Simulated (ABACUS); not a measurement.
Crystal: BN.

```
N B
1.0
    -1.81300    0.00000    1.81300
     0.00000    1.81300    1.81300
    -1.81300    1.81300    0.00000
N B
1 1
Direct
  0.75000 0.75000 0.75000
  0.00000 0.00000 0.00000
```

The cell is a database's computed one.

Base run:

| Item | Value |
| --- | --- |
| Program | ABACUS 3.10.1 |
| Functional | revPBE |
| Potentials or basis | SSSP 1.3 efficiency PBE |
| Cutoff | 748 eV |
| Density cutoff | 5987 eV |
| Basis | plane waves |
| k mesh | 10 × 10 × 10 |
| Occupations | fermi-dirac, width 0.05 eV |
| Spin | no spin polarisation |

Its results: band gap on the k mesh 4.54 eV, indirect (least direct gap 8.82 eV); pressure 0.2 GPa.

**Question.** The run is repeated on the same cell with these changes: functional from revPBE to rPW86PBE. What comes out?

**Answer.** Band gap on the k mesh 4.79 eV, indirect (least direct gap 8.88 eV); pressure 6.4 GPa.

Caveats: the potentials were made for another functional, which shifts forces and pressure.

A k mesh can miss the band edges.

Not every run made on this cell is shown here.
